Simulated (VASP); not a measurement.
Here is a VASP 6.6.1 calculation.

Contents of INCAR:

```
SYSTEM = PbSe
ALGO     = Normal         ! electronic algorithm
EDIFF    = 1E-6           ! SCF threshold, eV
ENCUT    = 520            ! plane-wave cutoff, eV
GGA_COMPAT= .FALSE.      
ISIF     = 2              ! what is computed and relaxed
ISMEAR   = 0              ! smearing method
LASPH    = .TRUE.         ! aspherical terms in the spheres
LCHARG   = .TRUE.         ! write CHGCAR
LMIXTAU  = .TRUE.       
LORBIT   = 11             ! projections on sites
LREAL    = .FALSE.        ! projectors in reciprocal space
LSORBIT  = .TRUE.         ! spin-orbit coupling
LVHAR    = .TRUE.       
LWAVE    = .FALSE.        ! write WAVECAR
MAGMOM   = 0 0 0 0 0 0    ! initial moments
METAGGA  = SCAN           ! meta-GGA
NBANDS   = 32             ! bands
NELM     = 80             ! most SCF steps
PREC     = Accurate       ! precision mode
SIGMA    = 0.02           ! smearing width, eV
```

File KPOINTS:

```
k-points
0
G
  8 8 8
  0 0 0
```

Contents of POSCAR:

```
PbSe
1.0
    0.0000000000      3.0621500000      3.0621500000
    3.0621500000      0.0000000000      3.0621500000
    3.0621500000      3.0621500000      0.0000000000
Pb Se
1 1
Direct
    0.0000000000      0.0000000000      0.0000000000
    0.5000000000      0.5000000000      0.5000000000
```

Potentials or basis: VASP PAW PBE potentials, release 64 (Pb_d, Se).

Command:

```bash
$ cat potpaw_PBE.64/Pb_d/POTCAR potpaw_PBE.64/Se/POTCAR > POTCAR
$ mpirun -np 1 vasp_ncl > vasp.out
```

Problem. Predict the net moment.

Solution. 0.00 μB per cell.

Problem. Estimate the pressure.

Solution. 0.5 GPa.

Moments on the atoms (μB; x, y, z):
```
Pb  0.00 0.00 0.00
Se  0.00 0.00 0.00
```

Caveat: the PAW data sets were made with another functional, which shifts forces and pressure a little.
